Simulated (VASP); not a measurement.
# In2O3 (R-3c) in VASP: notebook

One crystal, In2O3, is run at these levels: LDA; tasks: relaxation of cell and atoms.

All numbers are computed with VASP 6.6.1; they aren't measurements. Logs are shortened: lines on timing, memory, paths and dates and some standing lists are left out, and cuts for length are marked.

## 1. Starting point

It takes space group R-3c (No. 167, trigonal). Conventional cell: a = 5.487 Å, b = 5.487 Å, c = 14.510 Å, α = 90.00°, β = 90.00°, γ = 120.00°. In (site symmetry 3) has 6 O at 2.12 to 2.26 Å as nearest neighbours. O (site symmetry 2) has 4 In at 2.12 to 2.26 Å as nearest neighbours.

## 2. Relaxation of cell and atoms, LDA

Contents of INCAR:

```
PREC = Accurate
ENCUT = 600
EDIFF = 1E-6
ISMEAR = -1
SIGMA = 0.05
LREAL = False
LASPH = True
NELM = 100
ALGO = Normal
ISIF = 3
LWAVE = False
LCHARG = False
GGA = CA
IBRION = 2
NSW = 40
EDIFFG = -0.01
KPAR = 8
```

Contents of KPOINTS:

```
regular mesh
0
Gamma
  6 6 6
```

Contents of POSCAR:

```
In2O3
1.0
    2.7435000000      1.5839604635      4.8366666667
   -2.7435000000      1.5839604635      4.8366666667
    0.0000000000     -3.1679209270      4.8366666667
In O
4 6
Direct
    0.3573100000      0.3573100000      0.3573100000
    0.1426900000      0.1426900000      0.1426900000
    0.6426900000      0.6426900000      0.6426900000
    0.8573100000      0.8573100000      0.8573100000
    0.5480000000      0.9520000000      0.2500000000
    0.2500000000      0.5480000000      0.9520000000
    0.9520000000      0.2500000000      0.5480000000
    0.4520000000      0.0480000000      0.7500000000
    0.7500000000      0.4520000000      0.0480000000
    0.0480000000      0.7500000000      0.4520000000
```

Potentials or basis: VASP PAW LDA potentials, release 64 (In_d, O).

The run is started by

```console
> cat potpaw_LDA.64/In_d/POTCAR potpaw_LDA.64/O/POTCAR > POTCAR
> mpirun -np 8 vasp_std > vasp.out
```

OUTCAR:

```text
PREC = Accurate
   ENCUT = 600
   EDIFF = 1E-6
   ISMEAR = -1
   LREAL = False
   LASPH = True
   NELM = 100
   ISIF = 3
   GGA = CA
   IBRION = 2
   NSW = 40
   EDIFFG = -0.01

 ion  position               nearest neighbor table
   1  0.357  0.357  0.357-   9 2.12   8 2.12  10 2.12   7 2.26   6 2.26   5 2.26   2 3.11   3 3.24
                             3 3.24   3 3.24   2 3.61   2 3.61   2 3.61   4 3.99   4 3.99   4 3.99
   2  0.143  0.143  0.143-  10 2.12   8 2.12   9 2.12   7 2.26   6 2.26   5 2.26   1 3.11   4 3.24
                             4 3.24   4 3.24   1 3.61   1 3.61   1 3.61   3 3.99   3 3.99   3 3.99
   3  0.643  0.643  0.643-   6 2.12   5 2.12   7 2.12   9 2.26  10 2.26   8 2.26   4 3.11   1 3.24
                             1 3.24   1 3.24   4 3.61   4 3.61   4 3.61   2 3.99   2 3.99   2 3.99
   4  0.857  0.857  0.857-   7 2.12   5 2.12   6 2.12   9 2.26  10 2.26   8 2.26   3 3.11   2 3.24
                             2 3.24   2 3.24   3 3.61   3 3.61   3 3.61   1 3.99   1 3.99   1 3.99
   5  0.548  0.952  0.250-   3 2.12   4 2.12   1 2.26   2 2.26
   6  0.250  0.548  0.952-   3 2.12   4 2.12   1 2.26   2 2.26
   7  0.952  0.250  0.548-   4 2.12   3 2.12   1 2.26   2 2.26
   8  0.452  0.048  0.750-   1 2.12   2 2.12   3 2.26   4 2.26
   9  0.750  0.452  0.048-   1 2.12   2 2.12   3 2.26   4 2.26
  10  0.048  0.750  0.452-   2 2.12   1 2.12   3 2.26   4 2.26

  LATTYP: Found a trigonal (rhomboedric) cell.
 ALAT       =     5.7817875648
 COS(alpha) =     0.5496857780

  Lattice vectors:

 A1 = (   2.7435000000,   1.5839604635,   4.8366666667)
 A2 = (  -2.7435000000,   1.5839604635,   4.8366666667)
 A3 = (   0.0000000000,  -3.1679209270,   4.8366666667)

Analysis of symmetry for initial positions (statically):
=====================================================================
 Subroutine PRICEL returns:
 Original cell was already a primitive cell.

 Routine SETGRP: Setting up the symmetry group for a
 trigonal (rhombohedral) supercell.

 Subroutine GETGRP returns: Found 12 space group operations
 (whereof  6 operations were pure point group operations)
 out of a pool of 12 trial point group operations.

The static configuration has the point symmetry S_6 .
 The point group associated with its full space group is D_3d.

Analysis of symmetry for dynamics (positions and initial velocities):
=====================================================================
 Subroutine PRICEL returns:
 Original cell was already a primitive cell.

 Routine SETGRP: Setting up the symmetry group for a
 trigonal (rhombohedral) supercell.

 Subroutine GETGRP returns: Found 12 space group operations
 (whereof  6 operations were pure point group operations)
 out of a pool of 12 trial point group operations.

The dynamic configuration has the point symmetry S_6 .
 The point group associated with its full space group is D_3d.

 Subroutine INISYM returns: Found 12 space group operations
 (whereof  6 operations are pure point group operations),
 and found     1 'primitive' translations

----------------------------------------------------------------------------------------

                                     Primitive cell

  volume of cell :     126.1092

  direct lattice vectors                    reciprocal lattice vectors
     2.743500000  1.583960463  4.836666667     0.182248952  0.105221482  0.068917988
    -2.743500000  1.583960463  4.836666667    -0.182248952  0.105221482  0.068917988
     0.000000000 -3.167920927  4.836666667     0.000000000 -0.210442963  0.068917988

  length of vectors
     5.781787565  5.781787565  5.781787565     0.221440578  0.221440578  0.221440578

  position of ions in fractional coordinates (direct lattice)
     0.357310000  0.357310000  0.357310000
     0.142690000  0.142690000  0.142690000
     0.642690000  0.642690000  0.642690000
     0.857310000  0.857310000  0.857310000
     0.548000000  0.952000000  0.250000000
     0.250000000  0.548000000  0.952000000
     0.952000000  0.250000000  0.548000000
     0.452000000  0.048000000  0.750000000
     0.750000000  0.452000000  0.048000000
     0.048000000  0.750000000  0.452000000

  ion indices of the primitive-cell ions
   primitive index   ion index
                 1           1
[... 32 lines left out ...]
 ===========================================

 Found     32 irreducible k-points:

 Following reciprocal coordinates:
            Coordinates               Weight
  0.000000  0.000000  0.000000      1.000000
  0.166667 -0.000000  0.000000      6.000000
  0.333333 -0.000000  0.000000      6.000000
  0.500000 -0.000000  0.000000      3.000000
  0.166667  0.166667  0.000000      6.000000
  0.333333  0.166667 -0.000000     12.000000
[... 16 lines left out ...]
  0.500000  0.500000  0.166667      6.000000
 -0.333333  0.500000  0.166667     12.000000
 [... further k-points ...]
   k-points           NKPTS =     32   k-points in BZ     NKDIM =     32   number of bands    NBANDS=     52
   number of dos      NEDOS =    301   number of ions     NIONS =     10
   total plane-waves  NPLWV = 110592
   dimension x,y,z NGX =    48 NGY =   48 NGZ =   48
   dimension x,y,z NGXF=    96 NGYF=   96 NGZF=   96
   ions per type =               4   6
   NGX,Y,Z   is equivalent  to a cutoff of  13.80, 13.80, 13.80 a.u.
   NGXF,Y,Z  is equivalent  to a cutoff of  27.60, 27.60, 27.60 a.u.
 SYSTEM =  unknown system
   PREC   = accura    normal or accurate (medium, high low for compatibility)
   ISTART =      0    job   : 0-new  1-cont  2-samecut
   ICHARG =      2    charge: 1-file 2-atom 10-const
   ISPIN  =      1    spin polarized calculation?
   LNONCOLLINEAR =      F non collinear calculations
   LSORBIT =      F    spin-orbit coupling
   LASPH  =      T    aspherical Exc in radial PAW
   ENCUT  =  600.0 eV  44.10 Ry    6.64 a.u.  11.55 11.55 11.55*2*pi/ulx,y,z
   NELM   =    100;   NELMIN=  2; NELMDL= -5     # of ELM steps
   EDIFF  = 0.1E-05   stopping-criterion for ELM
   LREAL  =      F    real-space projection
   EDIFFG = -.1E-01   stopping-criterion for IOM
   NSW    =     40    number of steps for IOM
   IBRION =      2    ionic relax: 0-MD 1-quasi-New 2-CG
   NFREE  =      1    steps in history (QN), initial steepest desc. (CG)
   ISIF   =      3    stress and relaxation
   ISYM   =      2    0-nonsym 1-usesym 2-fastsym
   POTIM  = 0.5000    time-step for ionic-motion
   TEBEG  =    0.0;   TEEND  =   0.0 temperature during run
   PSTRESS=    0.0 pullay stress
   NELECT =      88.0000    total number of electrons
   NUPDOWN=      -1.0000    fix difference up-down
   EMIN   =  10.00;   EMAX   =-10.00  energy-range for DOS
   EFERMI =   0.00;   METHOD = LEGACY
   ISMEAR =    -1;   SIGMA  =   0.05  broadening in eV -4-tet -1-fermi 0-gaus
   EFERMI_NEDOS =   21; number of points for ismear=-14 and -15
   IALGO  =     38    algorithm
   IMIX   =      4    mixing-type and parameters
     AMIX     =   0.40;   BMIX     =  1.00
     AMIX_MAG =   1.60;   BMIX_MAG =  1.00
  volume/ion in A,a.u.               =      12.61        85.10
  Fermi-wavevector in a.u.,A,eV,Ry     =   1.452068  2.744010 28.687886  2.108500
  Thomas-Fermi vector in A             =   2.569492
   LORBIT       =      0    0 simple, 1 ext, 2 COOP (PROOUT), +10 PAW based schemes
   GGA     = CA    functional components
   LHFCALC =     F    Hartree Fock is set to
   AEXX    =    0.0000 exact exchange contribution
   IVDW    =     0    specifies the selected vdW correction
   LEPSILON=     F    determine dielectric tensor
   LRPA    =     F    only Hartree local field effects (RPA)
 conjugate gradient relaxation of ions
 non-spin polarized calculation
  energy-cutoff  :      600.00
  volume of cell :      126.11
 maximum number of plane-waves:      4227
 NGX is ok and might be reduce to    48
   NGX = 23   NGY = 23   NGZ = 23

--------------------------------------- Ionic step        1  -------------------------------------------

 number of electron      88.0000008 magnetization

 Free energy of the ion-electron system (eV)
  ---------------------------------------------------
  ext. energy  EPLUGINS =         0.00000000
  ---------------------------------------------------
  free energy    TOTEN  =       -63.65860678 eV

  energy without entropy =      -63.65860621  energy(sigma->0) =      -63.65860649

------------------------ aborting loop because EDIFF is reached ----------------------------------------

  FORCE on cell =-STRESS in cart. coord.  units (eV):
  Direction    XX          YY          ZZ          XY          YZ          ZX
  --------------------------------------------------------------------------------------
  -------------------------------------------------------------------------------------
  Total       -1.9687871     -1.9687871     -2.3675507      0.0000000      0.0000000      0.0000000
  in kB      -25.0128185    -25.0128185    -30.0789842      0.0000000      0.0000000      0.0000000
  external PRESSURE =     -26.7015404 kB  Pullay stress =       0.0000000 kB
[... 113 lines left out ...]
  FREE ENERGIE OF THE ION-ELECTRON SYSTEM (eV)
  ---------------------------------------------------
  free  energy   TOTEN  =       -63.6786562270 eV

  energy  without entropy=      -63.6786560176  energy(sigma->0) =      -63.67865612

[... ionic steps 4 to 8 ...]

--------------------------------------- Ionic step        9  -------------------------------------------

 number of electron      87.9999997 magnetization

------------------------ aborting loop because EDIFF is reached ----------------------------------------
[... 83 lines left out ...]
--------------------------------------- Ionic step       11  -------------------------------------------

 number of electron      87.9999996 magnetization

 Free energy of the ion-electron system (eV)
  ---------------------------------------------------
  ext. energy  EPLUGINS =         0.00000000
  ---------------------------------------------------
  free energy    TOTEN  =       -63.68210780 eV

  energy without entropy =      -63.68210756  energy(sigma->0) =      -63.68210768

 E-fermi :   6.2560     XC(G=0): -11.8414

 val. band max:        5.5062796954   @ k =   0.3333  -0.0000   0.0000
 cond. band min:       6.8021392419   @ k =   0.0000   0.0000   0.0000
 fundamental gap:      1.2958595465
 Fermi energy:         6.2560237928

 k-point     1 :       0.0000    0.0000    0.0000
  band No.  band energies     occupation
      1     -12.0333      2.00000
      2     -11.0598      2.00000
      3     -11.0598      2.00000
      4     -10.8170      2.00000
      5     -10.8170      2.00000
      6     -10.7210      2.00000
[... 1309 lines left out ...]
     51      14.2410      0.00000
     52      14.9803      0.00000

 [... further k-points ...]

------------------------ aborting loop because EDIFF is reached ----------------------------------------

  FORCE on cell =-STRESS in cart. coord.  units (eV):
  Direction    XX          YY          ZZ          XY          YZ          ZX
  --------------------------------------------------------------------------------------
  -------------------------------------------------------------------------------------
  Total        0.0955519      0.0955519     -0.0365237      0.0000000      0.0000000      0.0000000
  in kB        1.2334225      1.2334225     -0.4714627      0.0000000      0.0000000      0.0000000
  external PRESSURE =       0.6651274 kB  Pullay stress =       0.0000000 kB
[... 25 lines left out ...]
  FREE ENERGIE OF THE ION-ELECTRON SYSTEM (eV)
  ---------------------------------------------------
  free  energy   TOTEN  =       -63.6821078037 eV

  energy  without entropy=      -63.6821075587  energy(sigma->0) =      -63.68210768

 reached required accuracy - stopping structural energy minimisation
```

It took 5.7 min on 8 MPI ranks of Intel Xeon Platinum 8488C (Sapphire Rapids), shared host; peak memory 0.41 GiB.

What came out:

```yaml
Free_energy: -63.6821 eV
Relaxed_volume: 12.41 Å³/atom
Relaxed_cell: a = 5.743 Å, b = 5.743 Å, c = 5.743 Å, α = 56.83°, β = 56.83°, γ = 56.83°
Space_group_after_relaxing_to_0.05_Å: R-3c (No. 167)
Energy_gained_by_relaxing: 2.4 meV/atom
Ionic_steps: 11
Pressure_after_relaxing: 0.1 GPa
Largest_force_after_relaxing: 0.003 eV/Å
Band_gap_on_the_k_mesh: 1.30 eV, indirect (least direct gap 1.33 eV)
```

Forces on the atoms (eV/Å):
```
In   0.000  0.000  0.003
In   0.000  0.000 -0.003
In   0.000  0.000 -0.003
In   0.000  0.000  0.003
O    0.003  0.000  0.000
O   -0.002  0.003  0.000
O   -0.002 -0.003  0.000
O   -0.003  0.000  0.000
O    0.002 -0.003  0.000
O    0.002  0.003  0.000
```

Stress tensor (GPa, compression positive):
```
 0.12  0.00  0.00
 0.00  0.12  0.00
 0.00  0.00 -0.05
```

Step by step:
```
step  energy change (eV)  largest force (eV/Å)  pressure (GPa)  volume (Å³)
   1              0.0000                0.1739           -2.67       126.11
   2             -0.0034                0.1061            2.93       122.31
   3             -0.0200                0.1068            0.16       124.11
   4             -0.0200                0.1046            0.29       124.06
   5             -0.0224                0.0567            0.07       124.18
   6             -0.0225                0.0713            0.02       124.21
   7             -0.0232                0.0337           -0.09       124.26
   8             -0.0234                0.0106           -0.16       124.29
   9             -0.0234                0.0041           -0.16       124.30
  10             -0.0235                0.0036            0.12       124.07
  11             -0.0235                0.0033            0.07       124.12
```

Final structure:
```yaml
crystal:
  lattice:
    - [2.73260, 1.57767, 4.79839]
    - [-2.73260, 1.57767, 4.79839]
    - [0.00000, -3.15534, 4.79839]
  atoms:
    - { symbol: In, position: [0.35759, 0.35759, 0.35759] }
    - { symbol: In, position: [0.14241, 0.14241, 0.14241] }
    - { symbol: In, position: [0.64241, 0.64241, 0.64241] }
    - { symbol: In, position: [0.85759, 0.85759, 0.85759] }
    - { symbol: O, position: [0.54549, 0.95451, 0.25000] }
    - { symbol: O, position: [0.25000, 0.54549, 0.95451] }
    - { symbol: O, position: [0.95451, 0.25000, 0.54549] }
    - { symbol: O, position: [0.45451, 0.04549, 0.75000] }
    - { symbol: O, position: [0.75000, 0.45451, 0.04549] }
    - { symbol: O, position: [0.04549, 0.75000, 0.45451] }
```

Caveat: spin-orbit coupling is left out, which moves the levels of the heavy elements. LDA gaps usually lie below the measured ones, often by a third to a half.

(Part 1 of 4 ends here.)
